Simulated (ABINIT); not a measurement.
Crystal: Co.

```
Co
1.0
     2.47200    0.00000    0.00000
    -1.23600    2.14081    0.00000
     0.00000    0.00000    4.02114
Co
2
Direct
  0.66667 0.33333 0.75000
  0.33333 0.66667 0.25000
```

Base run:

```yaml
Program: ABINIT 10.8.3 (patched build)
Functional: LDA
Potentials_or_basis: JTH PAW LDA v2.0
Cutoff: 544 eV
k_mesh: 10 × 10 × 6
Occupations: fermi-dirac, width 0.05 eV
Spin: collinear spin, ferromagnetic start
Starting_moments: "[2.0, 2.0] μB"
```

Its results: band gap on the k mesh none (metal or under the smearing width); net moment 3.21 μB per cell; site moments Co +1.66 μB.

Question: The run is repeated on the same cell with these changes: k mesh from 10 × 10 × 6 to 7 × 7 × 4. What comes out?

Answer: Band gap on the k mesh none (metal or under the smearing width); net moment 3.05 μB per cell; site moments Co +1.57 μB.

Caveats: some runs use coarse meshes.
